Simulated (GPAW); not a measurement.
Entries from a set of simulations; values are calculated unless marked as measured.

```json
{"subject": "How the form of the self-energy moves the gap of KI (Fm-3m)", "lattice_ang": [[0.0, 3.5328, 3.5328], [3.5328, 0.0, 3.5328], [3.5328, 3.5328, -0.0]], "atoms": [["K", 0.0, 0.0, 0.0], ["I", 0.5, 0.5, 0.5]], "method": "DFT, PBE, plane waves, PAW (and 3 further levels or steps)", "program": "GPAW 26.7.0", "settings_of_one_run": "cutoff 450 eV, GPAW PAW setups 1.2.1 data release, 4×4×4 k-mesh, nbands 1321", "cost": "5 runs, 29 min in all on 4 MPI ranks of Intel Xeon 6975P-C (Granite Rapids), shared host (the runs of this entry)", "notes": "The cell and positions come from the Crystallography Open Database and are kept as given unless a step says otherwise. Limits: no spin-orbit coupling. Bands and cutoff are finite, so the gap is not at the basis limit. The miss can reach some tenths of an eV and take either sign; the mesh is an error of its own.", "results": {"g0w0_godby_needs_plasmon_pole": "6.151 eV", "one_shot_hse06": "4.858 eV", "one_shot_pbe0": "5.644 eV", "g0w0_full_frequency_hilbert_transform": "6.202 eV", "known_limits": "not at the basis limit; no spin-orbit coupling"}}
```

[Paths, hosts, dates, memory and timing lines, banners, echoed tables and standing remarks are left out of the program output.]

[Logs are printed without paths, hosts, clocks, repeated set-up lines and the standing remarks that a program may print on its own settings, such as how far it seeks lower states.]

[Runs of the session that timed out or met a known fault of the program may be left out.]

[Hosts, paths, dates, database ids (printed as entryN), source tags and the programs' standing remarks are cut or masked in the printed files.]
